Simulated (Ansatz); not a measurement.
# K2S: how well frozen cores do

The same cell of K2S is computed with LAPW, all electrons, PAW on the default files and datasets made for this crystal, to set the results side by side.

Computed with Ansatz 0.2.0 (DFT PBE, scalar-relativistic, unless a step's input says otherwise).

## Step 1: The system as given

It takes space group Fm-3m (No. 225, cubic). Conventional cell: a = 7.414 Å, b = 7.414 Å, c = 7.414 Å, α = 90.00°, β = 90.00°, γ = 90.00°. K (site symmetry -43m) has 4 S at 3.21 Å as nearest neighbours. S (site symmetry m-3m) has 8 K at 3.21 Å as nearest neighbours.

Coordinates:

```
CELL_PARAMETERS angstrom
0.00000 3.70694 3.70694
3.70694 0.00000 3.70694
3.70694 3.70694 0.00000
ATOMIC_POSITIONS crystal
K 0.75000 0.75000 0.75000
K 0.25000 0.25000 0.25000
S 0.00000 0.00000 0.00000
```

The cell is one relaxed in the Materials Project, used as it stands.

Atoms are numbered in the order of the input: K1, K2, S3.

## Step 2: LAPW, all electrons

Input file input.yaml:

```yaml
crystal:
  lattice:
    - [0.0, 3.7069394613, 3.7069394613]
    - [3.7069394613, 0.0, 3.7069394613]
    - [3.7069394613, 3.7069394613, 0.0]
  atoms:
    - { symbol: K, position: [0.75, 0.75, 0.75] }
    - { symbol: K, position: [0.25, 0.25, 0.25] }
    - { symbol: S, position: [0.0, 0.0, 0.0] }
kpoints:
  mp_grid: { grid: [7, 7, 7] }
  band_path:
    path:
      - [0.0, 0.0, 0.0]
      - [0.5, 0.0, 0.5]
      - [0.625, 0.25, 0.625]
      - [0.375, 0.375, 0.75]
      - [0.0, 0.0, 0.0]
      - [0.5, 0.5, 0.5]
      - [0.5, 0.25, 0.75]
      - [0.5, 0.0, 0.5]
    npoints: 8
scf:
  occupations: { method: fermi_dirac, width: 0.03 }
hamiltonian:
  xc: pbe
  pseudopotentials: { kind: all_electron, lapw: { basis_error: 0.001 } }
output:
  forces: true
  stress: true
  eigenvalues: true
  populations: true
  dos: { projected: true, de: 0.2, e_range: [-14, 8] }
```

## Step 3: PAW on the default files

Edit input.yaml of step 2 so:

```diff
@@ -26,3 +26,3 @@
   xc: pbe
-  pseudopotentials: { kind: all_electron, lapw: { basis_error: 0.001 } }
+  pseudopotentials: { kind: paw }
 output:
@@ -31,3 +31,5 @@
   eigenvalues: true
+  efg: { contact_densities: true }
   populations: true
+  bader: true
   dos: { projected: true, de: 0.2, e_range: [-14, 8] }
```

## Step 4: Datasets made for this crystal

Edit input.yaml of step 3 so:

```diff
@@ -26,3 +26,3 @@
   xc: pbe
-  pseudopotentials: { kind: paw }
+  pseudopotentials: { kind: all_electron, datasets: crystal }
 output:
@@ -32,4 +32 @@
   efg: { contact_densities: true }
-  populations: true
-  bader: true
-  dos: { projected: true, de: 0.2, e_range: [-14, 8] }
```

(Steps that only read results are left out.)

Q: Predict the outcome of this session. Wanted: pressure; gap; Bader charges.

As calculated:

| quantity | value |
| --- | --- |
| pressure | LAPW 0.38, PAW 0.38, crystal datasets 0.38 GPa |
| gap (LAPW) | 2.37 eV, indirect from X to Γ |
| Bader charges (PAW) | K1 +0.76, S3 -1.51 e |

The pressure is within half a GPa of zero, so the volume is close to equilibrium at this level. A gap opens: 2.37 eV, indirect from X to Γ. It is the Kohn-Sham gap of a semilocal functional, which mostly lies below the gap found in experiment. The top eV of the valence band is mostly S 3p (91 % of the projected weight). The projection holds only the free atom's occupied shells (K 4s, S 3s, S 3p in this range). PAW lies less than 0.01 GPa from LAPW in pressure and less than 0.01 eV in the gap.
